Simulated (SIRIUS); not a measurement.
Crystal: KBr.

```
Br K
1.0
     0.00000    3.30000    3.30000
     3.30000    0.00000    3.30000
     3.30000    3.30000    0.00000
Br K
1 1
Direct
  0.50000 0.50000 0.50000
  0.00000 0.00000 0.00000
```

Base run:

```yaml
Program: SIRIUS 7.12.0
Functional: PBEsol
Potentials_or_basis: PseudoDojo 0.4.1 PBE standard (scalar relativistic)
Cutoff: 1030 eV
Density_cutoff: 4119 eV
k_mesh: 7 × 7 × 7
Occupations: fermi-dirac, width 0.05 eV
Spin: no spin polarisation
```

Its results: band gap on the k mesh 4.28 eV; pressure -0.3 GPa.

Question: The run is repeated on the same cell with these changes: functional from PBEsol to LDA; libxc names from ["XC_GGA_X_PBE_SOL", "XC_GGA_C_PBE_SOL"] to ["XC_LDA_X", "XC_LDA_C_PW"]. What comes out?

Answer: Band gap on the k mesh 4.03 eV; pressure -1.6 GPa.

Caveats: the potentials were made for another functional, which shifts forces and pressure; an odd mesh through Γ misses points on the zone boundary, where band edges often lie.
